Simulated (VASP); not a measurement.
KCl: single point with PBEsol

**The experiment to reproduce.**

A printed reference work, monograph reports, for a bulk crystal of KCl: band gap 8.68 eV.

The system is KCl.

```
K Cl
1.0
     0.00000    3.14647    3.14647
     3.14647    0.00000    3.14647
     3.14647    3.14647    0.00000
K Cl
1 1
Cartesian
  0.0000 0.0000 0.0000
  3.1465 3.1465 3.1465
```

```
Program                : VASP 6.6.1
Task                   : single point
Functional             : PBEsol
Potentials or basis    : VASP PAW PBE potentials, release 64 (K_sv, Cl)
Cutoff                 : 500 eV
k mesh                 : 6 × 6 × 6
Occupations            : fermi-dirac, width 0.05 eV
Spin                   : no spin polarisation
Dipole correction      : no
Further INCAR settings : ALGO = Normal; EDIFF = 1e-06; NBANDS = 15
```

```yaml
Pressure: -0.4 GPa
Band_gap_on_the_k_mesh: 5.02 eV
```

Levels at points of the mesh, in eV from the valence-band top:
```
           k point  band 4  band 5  band 6  band 7  band 8  band 9  band 10  band 11  band 12  band 13
(0.00, 0.00, 0.00)  -10.57  -10.57    0.00    0.00    0.00    5.02     8.29     8.29     8.29     9.18
(0.50, 0.00, 0.00)  -10.58  -10.33   -1.09   -0.33   -0.33    7.43     8.49    10.48    10.48    11.30
(0.50, 0.50, 0.00)  -10.63  -10.63   -0.68   -0.23   -0.23    6.40     8.23     9.90    10.19    10.57
```

Run time: 22 s on 1 thread of Intel Xeon 8259CL, on a shared host, peak memory 0.18 GiB.

A measured gap of KCl is 8.68 eV (a printed reference work, monograph); the calculated 5.02 eV misses it by -3.66 eV. The value is that of PBEsol, without temperature or zero-point motion. Semilocal functionals fall short of measured gaps as a rule.

Caveat: the PAW data sets were made with another functional, which shifts forces and pressure a little.
